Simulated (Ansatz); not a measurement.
# Si16N: the cost of one run

Program: Ansatz 0.2.0. Level of theory: DFT PBE, scalar-relativistic, plane waves, PAW. These are calculated values, not measurements.

4 further runs of the same task are left out: 4 set aside as unsound or not needed.

**1. The structure to begin with**

It takes space group Pm (No. 6, monoclinic). Conventional cell: a = 6.365 Å, b = 7.702 Å, c = 19.753 Å, α = 90.00°, β = 90.00°, γ = 90.00°. Around Si (site symmetry m) lie 3 Si at 2.36 to 2.38 Å. Si (site symmetry 1) has 4 Si at 2.36 to 2.38 Å as nearest neighbours. Si (site symmetry 1) has 4 Si at 2.31 to 2.38 Å as nearest neighbours. Only part of the 13 independent sites is listed.

Coordinates:

```
Si N
1.0
     7.70216    0.00000    0.00000
     0.00000    6.36468    0.00000
     0.00000    0.00000   19.75254
Si N
16 1
Direct
  0.00000 0.93707 0.20251
  0.50000 0.93707 0.20251
  0.00000 0.56293 0.20251
  0.50000 0.56293 0.20251
  0.25000 0.43707 0.25879
  0.75000 0.43707 0.25879
  0.25000 0.06293 0.25879
  0.75000 0.06293 0.25879
  0.25000 0.93330 0.37206
  0.75000 0.93330 0.37206
  0.25000 0.56670 0.37206
  0.75000 0.56670 0.37206
  0.00000 0.42599 0.41780
  0.50000 0.42599 0.41780
  0.00000 0.07401 0.41780
  0.50000 0.07401 0.41780
  0.00000 0.42599 0.50994
```

This is the geometry of the first run shown, built on a cell relaxed beforehand with the same method.

**2. The scan**

Atoms count from 1 in the order of the input.

N is moved over the surface cell; relaxed at each place: the height of the adsorbate's atoms; substrate rigid; the origin of the map has the adsorbate above Si13.

First coordinate, position of N17 along the first surface vector, from above Si13: 6 values from 0.000 to 0.833, periodic. Second coordinate, position of N17 along the second surface vector, from above Si13: 6 values from 0.000 to 0.833, periodic.

Relaxed at each point: the height of the adsorbate's atoms; substrate rigid. Points are written as (first, second).

The two vectors of the plane (Å): (3.851, 0.000, 0.000); (0.000, 6.365, 0.000).

**3. Grid point (0/6, 0/6) of the map's two axes**

input.yaml reads:

```yaml
crystal:
  lattice:
    - [7.7021644573, 0.0, 0.0]
    - [0.0, 6.3646810416, 0.0]
    - [0.0, 0.0, 19.7525435307]
  atoms:
    - { symbol: Si, position: [0.0, 0.9370679285, 0.2025055656] }
    - { symbol: Si, position: [0.5, 0.9370679285, 0.2025055656] }
    - { symbol: Si, position: [0.0, 0.5629320715, 0.2025055656] }
    - { symbol: Si, position: [0.5, 0.5629320715, 0.2025055656] }
    - { symbol: Si, position: [0.25, 0.4370679285, 0.2587875163] }
    - { symbol: Si, position: [0.75, 0.4370679285, 0.2587875163] }
    - { symbol: Si, position: [0.25, 0.0629320715, 0.2587875163] }
    - { symbol: Si, position: [0.75, 0.0629320715, 0.2587875163] }
    - { symbol: Si, position: [0.25, 0.9333044702, 0.3720589481] }
    - { symbol: Si, position: [0.75, 0.9333044702, 0.3720589481] }
    - { symbol: Si, position: [0.25, 0.5666955298, 0.3720589481] }
    - { symbol: Si, position: [0.75, 0.5666955298, 0.3720589481] }
    - { symbol: Si, position: [0.0, 0.4259907582, 0.4177964989] }
    - { symbol: Si, position: [0.5, 0.4259907582, 0.4177964989] }
    - { symbol: Si, position: [0.0, 0.0740092418, 0.4177964989] }
    - { symbol: Si, position: [0.5, 0.0740092418, 0.4177964989] }
    - { symbol: "N", position: [0.0, 0.4259907582, 0.5099365312], spin: 3.0 }
basis:
  ecutwfc: 420
kpoints:
  mp_grid: { grid: [4, 4, 1] }
hamiltonian:
  xc: pbe
  pseudopotentials: { kind: paw, azcp: { folder: soft_1 } }
scf:
  occupations: { method: gaussian, width: 0.05 }
output:
  forces: true
  eigenvalues: true
  populations: true
magnetization:
  spin_polarized: true
relax:
  adjacent_minimum: "off"
  f_tol: 0.025
  max_steps: 16
  constraints:
    - { sites: [0, 1, 2, 3, 4, 5, 6, 7, 8, 9, 10, 11, 12, 13, 14, 15] }
    - { sites: [16], fix: xy }
efield:
  axis: 3
  dipole_correction: true
  ramp_width: 0.04
```

Launch:

```sh
$ ansatz run input.yaml --threads 4 --pin off --max-ram 12288MiB --backend cpu --events-out ev --progress --plain --runs-dir out
```

Q: Estimate wall time and peak memory on 4 threads of Intel Xeon Platinum 8488C (Sapphire Rapids), shared host.

About 2.2 min, with a peak of 1.9 GiB.
